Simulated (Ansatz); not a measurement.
# C (P6_3/mmc) in Ansatz: reference runs

Reference runs on C: the cell as given and a disturbed copy.

The COD entry that gives the cell may itself be a prediction, so a difference from it is no test against experiment.

All numbers are computed with Ansatz 0.2.0; they aren't measurements. Logs are shortened: lines on timing, memory, paths and dates and some standing lists are left out, and cuts for length are marked.

## (1) Starting point

Symmetry: P6_3/mmc, No. 194, hexagonal system. The conventional cell has a = 2.522 Å, b = 2.522 Å, c = 8.237 Å, α = 90.00°, β = 90.00°, γ = 120.00°. Around C (site symmetry 3m) lie 4 C at 1.54 Å. C (site symmetry 3m) has 4 C at 1.54 Å as nearest neighbours.

This is a hexagonal form of diamond, not graphite.

## (2) Single point, PBE

input.yaml reads:

```yaml
crystal:
  lattice:
    - [2.5221, 0.0, 0.0]
    - [-1.26105, 2.1842026709, 0.0]
    - [0.0, 0.0, 8.2371]
  atoms:
    - { symbol: C, position: [0.6666666667, 0.3333333333, 0.84375] }
    - { symbol: C, position: [0.3333333333, 0.6666666667, 0.34375] }
    - { symbol: C, position: [0.6666666667, 0.3333333333, 0.65625] }
    - { symbol: C, position: [0.3333333333, 0.6666666667, 0.15625] }
    - { symbol: C, position: [0.0, 0.0, 0.90625] }
    - { symbol: C, position: [0.0, 0.0, 0.40625] }
    - { symbol: C, position: [0.0, 0.0, 0.59375] }
    - { symbol: C, position: [0.0, 0.0, 0.09375] }
kpoints:
  mp_grid: { grid: [12, 12, 4] }
scf:
  occupations: { method: fermi_dirac, width: 0.05 }
hamiltonian:
  xc: pbe
  pseudopotentials: { kind: all_electron, lapw: { basis_error: 0.001 } }
output:
  forces: true
  stress: true
  eigenvalues: true
  populations: true
```

Potentials or basis: all-electron LAPW, scalar-relativistic.

On the command line:

```console
$ ansatz run input.yaml --threads 4 --pin off --max-ram 10240MiB --backend cpu --events-out ev --progress --plain --runs-dir out
```

Standard output:

```text
Warning: RAYON_NUM_THREADS=4 ignored (pool sized by the plan → 4); use --threads N
C: projections on atomic orbitals take those of the free atom 1s2 2s2 2p2, of charge +0.00 (hamiltonian.pseudopotentials.projection_atoms)
LAPW: plane waves up to 10.857 Å⁻¹, error target 1.0e-3 eV per atom; small_component_spin mean_spin; C in spheres of 0.772 Å, 6 of its electrons in bands, Dirac shells [] (how accurate: hamiltonian.pseudopotentials.lapw.basis_error, Limitations)
Engine: ansatz 0.2.0, x86_64-unknown-linux-gnu
Pseudopotentials: kind: all_electron
Pseudopotential: C, LAPW, valence charge 6, lapw/all_electron/scalar/gaussian/C, Koelling and Harmon's equation, gaussian nucleus
Functional definition: PBE
  parameter kappa = 0.804
  parameter beta = 0.06672455060314922
  exchange = pbe_x(kappa = kappa, mu = beta*pi^2/3)
  correlation = pbe_c(beta = beta)
Crystal: 8 atoms, lattice volume = 45.376 Å³
Basis set: ecut = 449.0780220864891 eV, 1019 PW (Γ), exchange–correlation at level 2
Bands: 32, of which v1, the nominal top of the filled ones, is band 24 counted from 1 (23 counted from 0)
Symmetry: 24 space group operations
Space group: P63/mmc (ITA 194), of the structure as read, at distance tolerance 3.6e-5 Å
k-points: 57 of 576
Non-local potential: C, projectors of the file, none
Initial density: superposition of atomic densities (chi_scale 0.1, normalization cell)
Initial wavefunctions: plane waves of lowest kinetic energy (no species holds an atomic orbital)
Functional: x = pbe(κ = 0.804, μ = 0.2195149727645171), c = pbe(β = 0.06672455060314922)
iter 1 solved again at ethr=1.22e-2 eV; its pass at ethr=1.00e-1 eV (dr2=5.87e0 eV) is discarded
SCF iter   1: F=—  HF=-8296.217654 eV  |F-HF|=—  |Δ(HF+E_count)|=         —  Δρ=1.35e-1  dr2=5.90e0  ethr=1.22e-2  ⟨swp⟩=2.1  Hψ=13504  notcnv=0
preconditioner: auto → none  [insulator: Δε(μ)=5.173 eV  Ē_g=17.154 eV  σ=0.050 eV  W_gap=1.00  n_scr=6 (ndim 8)  ℏωp=31.2 eV  f_vac=0.000  D(μ)=0.00/eV (n_scr^D=0)  ε∞_Penn≈4.3]
SCF iter   2: F=—  HF=-8294.031745 eV  |F-HF|=—  |Δ(HF+E_count)|=    2.19e0  Δρ=5.39e-2  dr2=8.73e-1  ethr=1.22e-2  ⟨swp⟩=3.0  Hψ=4804  notcnv=0  defer=1
iter 3 solved again at ethr=6.76e-6 eV; its pass at ethr=1.82e-3 eV (dr2=3.25e-3 eV) is discarded
SCF iter   3: F=—  HF=-8293.774333 eV  |F-HF|=—  |Δ(HF+E_count)|=   2.57e-1  Δρ=4.32e-3  dr2=3.22e-3  ethr=6.76e-6  ⟨swp⟩=2.7  Hψ=9380  notcnv=0  defer=1
SCF iter   4: F=—  HF=-8293.776775 eV  |F-HF|=—  |Δ(HF+E_count)|=         —  Δρ=1.85e-3  dr2=2.54e-3  ethr=6.72e-6  ⟨swp⟩=3.0  Hψ=5318  notcnv=0
the basis was enlarged: its passes take 266.2 KiB over the memory plan, 4 of 4 planned eigensolver slots
SCF iter   5: F=—  HF=-8293.775959 eV  |F-HF|=—  |Δ(HF+E_count)|=   8.16e-4  Δρ=3.08e-4  dr2=2.13e-5  ethr=5.30e-6  ⟨swp⟩=3.0  Hψ=4561  notcnv=0
SCF iter   6: F=—  HF=-8293.775993 eV  |F-HF|=—  |Δ(HF+E_count)|=   3.34e-5  Δρ=8.31e-5  dr2=1.01e-6  ethr=4.45e-8  ⟨swp⟩=3.0  Hψ=4952  notcnv=0
SCF iter   7: F=—  HF=-8293.775995 eV  |F-HF|=—  |Δ(HF+E_count)|=   2.50e-6  Δρ=1.56e-5  dr2=1.15e-7  ethr=2.11e-9  ⟨swp⟩=3.0  Hψ=4958  notcnv=0
SCF iter   8: F=-8293.775995 eV  HF=-8293.775995 eV  |F-HF|=1.74e-9  |Δ(HF+E_count)|=   4.69e-9  Δρ=3.16e-6  dr2=1.48e-9  ethr=2.40e-10  ⟨swp⟩=3.0  Hψ=4959  notcnv=0
SCF 1 converged in 8 iterations: F = -8293.775995 eV  dr2 = 1.48e-9
SCF converged after 8 iterations
Free energy (F): -8293.775995 eV
Harris-Foulkes:  -8293.775995 eV  (|F-HF|=1.74e-9)
Internal energy: -8293.775995 eV  (E = F + TS)
E sigma→0 (E₀):  -8293.775995 eV
Fermi energy:    15.935964 eV
--- Per-component energies (eV) ---
  E_band       = -3885.642399
  E_kinetic    = 8265.103756
  E_xc         = -1181.971275
  E_electrostatic = -15376.908476  (all electrons and nuclei)
  E_smearing   = -0.000000  (= −TS)
  E_closure    = 0.000000  (closes the sum)
  E_atoms      = -8221.062590  (free atoms, spherical and without spin; not in F)
  Σ components = -8293.775995   (vs F -8293.775995, Δ=0.00e0)
  Basis errors (estimates in eV, not in F): energy 6.3e-4 per atom: plane waves 6.1e-4 (3.9e-4 summed), levels above the bands 5.4e-55, relativity 1.1e-8, radial functions 1.9e-5, core shells 0.0e0; eigenvalues (radial functions only) 1.5e-6; not estimated: angular momenta, meshes, grids; target (lapw.basis_error) 1.0e-3; muffin-tin radii C 0.772 Å
--- Forces (eV/Å), atoms counted from 1 ---
  atom   1  C      0.00000000    -0.00000000     0.31945459
  atom   2  C     -0.00000000     0.00000000     0.31945459
  atom   3  C      0.00000000    -0.00000000    -0.31945459
  atom   4  C     -0.00000000     0.00000000    -0.31945459
  atom   5  C     -0.00000000     0.00000000     0.32820319
  atom   6  C     -0.00000000    -0.00000000     0.32820319
  atom   7  C      0.00000000     0.00000000    -0.32820319
  atom   8  C      0.00000000    -0.00000000    -0.32820319
  max |Σ_I F_I| component: 5.55e-17 eV/Å
--- Stress (GPa, compression-positive) ---
       -1.868242      -0.000000       0.000000
        0.000000      -1.868242       0.000000
        0.000000       0.000000      10.427507
  P = ⅓ Tr σ = 2.2303 GPa (22.303 kbar)
--- Band table (eV; the first three rows and the last of 57) ---
  k-point 0: bands = ["-252.1720", "-252.1710", "-252.1704", "-252.1690", "-252.1630", "-252.1615", "-252.1610", "-252.1600", "-7.8549", "-6.1618", "-6.1116", "-2.0464", "0.2395", "7.0303", "7.1071", "10.7319", "10.7319", "11.8023", "11.8023", "12.0278", "12.0278", "13.5425", "13.7656", "13.7656", "18.9581", "18.9581", "19.4835", "20.7714", "20.7714", "21.1431", "21.7171", "21.7171"]
  k-point 1: bands = ["-252.1719", "-252.1713", "-252.1701", "-252.1692", "-252.1628", "-252.1619", "-252.1607", "-252.1601", "-7.7466", "-6.8844", "-5.1888", "-2.8377", "1.2104", "4.9599", "9.2030", "10.8100", "10.8100", "11.4088", "11.4088", "12.5038", "12.5038", "12.8532", "13.5703", "13.5703", "19.1862", "19.1862", "19.8365", "20.3963", "20.3963", "20.9735", "21.9884", "21.9884"]
  k-point 2: bands = ["-252.1716", "-252.1716", "-252.1696", "-252.1696", "-252.1624", "-252.1624", "-252.1603", "-252.1603", "-7.4223", "-7.4223", "-4.0632", "-4.0632", "2.9684", "2.9684", "11.0403", "11.0403", "11.0403", "11.0403", "11.2228", "11.2228", "13.0893", "13.0893", "13.0893", "13.0893", "19.7468", "19.7468", "19.7468", "19.7468", "20.4874", "20.4874", "21.9953", "21.9953"]
  k-point 56: bands = ["-252.1683", "-252.1683", "-252.1666", "-252.1666", "-252.1654", "-252.1654", "-252.1636", "-252.1636", "-0.4781", "-0.4781", "-0.3629", "-0.3629", "2.0717", "2.0717", "2.7658", "2.7658", "4.3864", "4.3864", "5.2394", "5.2394", "8.4094", "8.4094", "8.6683", "8.6683", "19.0025", "19.0025", "23.5445", "23.5445", "24.8201", "24.8201", "25.6065", "25.6065"]
--- Löwdin populations: 8 sites ---
  site symbol       q [e]
     0      C      5.9899
     1      C      5.9899
     2      C      5.9899
     3      C      5.9899
     4      C      5.9795
     5      C      5.9795
     6      C      5.9795
     7      C      5.9795
  spilling = 0.002547 (of n_electrons = 48.000000)
```

Wall time 4.9 s (4 threads of AMD EPYC 9R45 (Zen 5), shared host); peak memory 0.58 GiB.

What came out:

* Free energy: -8293.7760 eV
* Pressure: 2.2 GPa
* Largest force: 0.328 eV/Å
* Band gap on the k mesh: 4.42 eV, indirect (least direct gap 5.19 eV)

Forces on the atoms (eV/Å):
```
C    0.000  0.000  0.319
C    0.000  0.000  0.319
C    0.000  0.000 -0.319
C    0.000  0.000 -0.319
C    0.000  0.000  0.328
C    0.000  0.000  0.328
C    0.000  0.000 -0.328
C    0.000  0.000 -0.328
```

Stress tensor (GPa, compression positive):
```
-1.87  0.00  0.00
 0.00 -1.87  0.00
 0.00  0.00 10.43
```

Levels at points of the mesh, in eV from the valence-band top:
| k point | band 22 | band 23 | band 24 | band 25 | band 26 | band 27 |
| --- | --- | --- | --- | --- | --- | --- |
| (0.00, 0.00, 0.00) | -0.22 | 0.00 | 0.00 | 5.19 | 5.19 | 5.72 |
| (0.00, 0.00, -0.50) | -0.68 | -0.68 | -0.68 | 5.98 | 5.98 | 5.98 |
| (0.00, -0.50, 0.00) | -4.54 | -3.70 | -2.93 | 4.47 | 5.61 | 5.87 |
| (0.00, -0.50, -0.50) | -4.72 | -3.66 | -3.66 | 4.83 | 4.83 | 7.11 |

## (3) Single point, PBE (atoms moved at random, drawn with an rms of 0.05 Å)

input.yaml reads:

```yaml
crystal:
  lattice:
    - [2.5221, 0.0, 0.0]
    - [-1.26105, 2.1842026709, 0.0]
    - [0.0, 0.0, 8.2371]
  atoms:
    - { symbol: C, position: [0.687132, 0.351097, 0.848402] }
    - { symbol: C, position: [0.338492, 0.681214, 0.344828] }
    - { symbol: C, position: [0.649075, 0.311016, 0.652839] }
    - { symbol: C, position: [0.340164, 0.659672, 0.153105] }
    - { symbol: C, position: [0.001733, 0.002527, 0.911558] }
    - { symbol: C, position: [-0.009708, -0.004434, 0.396478] }
    - { symbol: C, position: [0.018026, 0.01449, 0.589866] }
    - { symbol: C, position: [0.004756, 0.00024, 0.090641] }
kpoints:
  mp_grid: { grid: [12, 12, 4] }
scf:
  occupations: { method: fermi_dirac, width: 0.05 }
hamiltonian:
  xc: pbe
  pseudopotentials: { kind: all_electron, lapw: { basis_error: 0.001 } }
output:
  forces: true
  stress: true
  eigenvalues: true
  populations: true
```

Potentials or basis: all-electron LAPW, scalar-relativistic.

On the command line:

```console
$ ansatz run input.yaml --threads 4 --pin off --max-ram 10240MiB --backend cpu --events-out ev --progress --plain --runs-dir out
```

Standard output:

```text
Warning: RAYON_NUM_THREADS=4 ignored (pool sized by the plan → 4); use --threads N
C: projections on atomic orbitals take those of the free atom 1s2 2s2 2p2, of charge +0.00 (hamiltonian.pseudopotentials.projection_atoms)
LAPW: plane waves up to 11.349 Å⁻¹, error target 1.0e-3 eV per atom; small_component_spin mean_spin; C in spheres of 0.737 Å, 6 of its electrons in bands, Dirac shells [] (how accurate: hamiltonian.pseudopotentials.lapw.basis_error, Limitations)
[... 7 set-up lines as earlier in the session ...]
[... 59 lines left out ...]
  k-point 1: bands = ["-252.3446", "-252.3146", "-252.1952", "-252.1689", "-252.1626", "-252.1253", "-252.0730", "-252.0376", "-7.8300", "-6.8992", "-5.1856", "-2.8558", "1.2951", "5.0386", "9.2954", "10.2590", "10.6974", "11.1419", "11.5143", "12.0251", "12.7419", "13.0520", "13.5553", "14.0277", "18.7604", "19.2210", "19.6212", "19.9039", "20.5976", "21.0270", "21.4628", "21.7581"]
  k-point 2: bands = ["-252.3446", "-252.3146", "-252.1952", "-252.1689", "-252.1626", "-252.1253", "-252.0730", "-252.0376", "-7.6565", "-7.2751", "-4.2478", "-3.8903", "2.8511", "3.2366", "10.2870", "10.7403", "10.9502", "11.0543", "11.3872", "11.6882", "12.3322", "13.0281", "13.3871", "13.7515", "19.0667", "19.4649", "19.5814", "19.9535", "20.5059", "20.7593", "21.3766", "21.7629"]
  k-point 291: bands = ["-252.3436", "-252.3157", "-252.1951", "-252.1684", "-252.1624", "-252.1258", "-252.0732", "-252.0378", "-2.4763", "-2.0338", "-1.0026", "-0.7402", "1.3074", "1.6849", "2.1352", "2.3900", "6.7979", "7.0794", "7.4532", "7.9075", "9.0219", "9.1076", "10.0538", "10.3775", "18.2482", "18.5143", "20.4299", "20.7863", "20.9974", "21.4357", "22.9401", "23.4452"]
--- Löwdin populations: 8 sites ---
  site symbol       q [e]
     0      C      5.9900
     1      C      5.9839
     2      C      5.9926
     3      C      5.9917
     4      C      5.9789
     5      C      5.9735
     6      C      5.9812
     7      C      5.9826
  spilling = 0.002617 (of n_electrons = 48.000000)
```

It took 47 s on 4 threads of AMD EPYC 9R45 (Zen 5), shared host; peak memory 1.6 GiB.

What came out:

```
Free energy            : -8293.3091 eV
Pressure               : 4.5 GPa
Largest force          : 4.035 eV/Å
Band gap on the k mesh : 3.70 eV, indirect (least direct gap 4.20 eV)
```

Forces in eV/Å, atoms in the order of the input:
```
C   -1.076 -1.560 -1.050
C   -0.339 -1.672 -2.596
C    1.897  2.768  0.672
C   -0.615  0.771  0.206
C    0.824  0.991 -1.845
C    0.873  1.661  3.573
C   -1.913 -2.500 -0.235
C    0.349 -0.459  1.275
```

Stress tensor (GPa, compression positive):
```
 1.44  0.98  0.95
 0.98 -0.08  1.51
 0.95  1.51 12.22
```

Levels at points of the mesh, in eV from the valence-band top:
```csv
k point,band 20,band 21,band 22,band 23,band 24,band 25,band 26,band 27,band 28,band 29
"(0.00, 0.00, 0.00)",-2.54,-1.84,-0.85,-0.56,0.00,4.20,4.68,4.99,5.79,6.37
"(0.00, 0.00, -0.50)",-2.65,-2.01,-1.31,-0.95,-0.59,4.72,5.12,5.24,5.61,6.16
"(0.00, -0.50, 0.00)",-5.96,-5.68,-5.13,-3.93,-3.58,3.70,4.93,5.07,5.23,6.14
"(0.00, -0.50, -0.50)",-6.58,-5.24,-5.08,-4.61,-4.03,3.87,4.27,6.11,6.33,6.67
"(-0.50, 0.00, 0.00)",-5.92,-5.32,-5.10,-4.12,-3.44,3.85,4.96,5.27,5.47,5.92
"(-0.50, 0.00, -0.50)",-6.47,-5.29,-5.11,-4.28,-4.07,4.01,4.38,6.15,6.51,6.75
"(-0.50, -0.50, 0.00)",-5.90,-5.54,-5.02,-4.18,-3.32,3.70,5.01,5.09,5.27,5.92
"(-0.50, -0.50, -0.50)",-6.43,-5.32,-5.23,-4.29,-3.96,3.91,4.17,6.09,6.44,6.66
```
